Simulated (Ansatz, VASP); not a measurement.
# Two plane-wave programs on Ni

The input INCAR:

```
SYSTEM = Ni
ALGO = Normal
EDIFF = 1E-6
ENCUT = 520
GGA = RE
ISIF = 2
ISMEAR = -1
ISPIN = 2
LASPH = .True.
LCHARG = .False.
LMAXMIX = 4
LORBIT = 11
LREAL = .False.
LWAVE = .False.
MAGMOM = -0.599 -0.599
NBANDS = 21
NELM = 150
PREC = Accurate
SIGMA = 0.05
```

Contents of KPOINTS:

```
k-points
0
Gamma
  13 13 13
  0 0 0
```

The input POSCAR:

```
Ni
1.0
    2.7345354159      0.0000000000      0.0000000000
    0.0000000000      2.7345354159      0.0000000000
    0.0000000000      0.0000000000      2.7345354159
Ni
2
Direct
    0.0000000000      0.0000000000      0.0000000000
    0.5000000000      0.5000000000      0.5000000000
```

Input for Ansatz:

```yaml
crystal:
  lattice:
    - [2.7345354159, 0.0, 0.0]
    - [0.0, 2.7345354159, 0.0]
    - [0.0, 0.0, 2.7345354159]
  atoms:
    - { symbol: Ni, position: [0.0, 0.0, 0.0], spin: -0.599 }
    - { symbol: Ni, position: [0.5, 0.5, 0.5], spin: -0.599 }
hamiltonian:
  xc: revpbe
  pseudopotentials:
    kind: paw
    azcp:
      Ni: "pseudopotentials/Ni.paw.azcp"
basis:
  ecutwfc: 420
  fft_grid_basis: typed
kpoints:
  mp_grid: { grid: [13, 13, 13], shift: [0, 0, 0] }
magnetization:
  spin_polarized: true
scf:
  occupations: { method: fermi_dirac, width: 0.05 }
  lower_state_search: "off"
output:
  stress: true
```

Alike in both runs: task single point; functional revPBE; k mesh 13 × 13 × 13; occupations fermi-dirac, width 0.05 eV; collinear spin.

|  | VASP | Ansatz |
| --- | --- | --- |
| version | VASP 6.6.1 | Ansatz 0.2.0 |
| potentials or method | VASP PAW PBE potentials, release 64 (Ni) | plane waves (420 eV) with PAW, scalar-relativistic |
| plane-wave cutoff (eV) | 520 | 420 |
| valence electrons in the cell | 20 | 36 |

Ansatz gave:

| Property | Result |
| --- | --- |
| pressure (GPa) | 20.9 |
| net moment per atom (μB) | 0.55 |
| size of the moment on the site where the two differ most (μB) | 0.57 |

**Question.** Which values does VASP return?

**Answer.** Pressure (GPa): 20.9; net moment per atom (μB): 0.54; size of the moment on the site where the two differ most (μB): 0.54.

Site moments also hang on the region over which each program counts them. The two sets of potentials don't hold the same shells in valence.

Caveats: so large a pressure means that the cell lies far from this level's equilibrium, or that cutoff or potentials fall short (VASP); the potentials were made for another functional, which shifts forces and pressure (VASP).
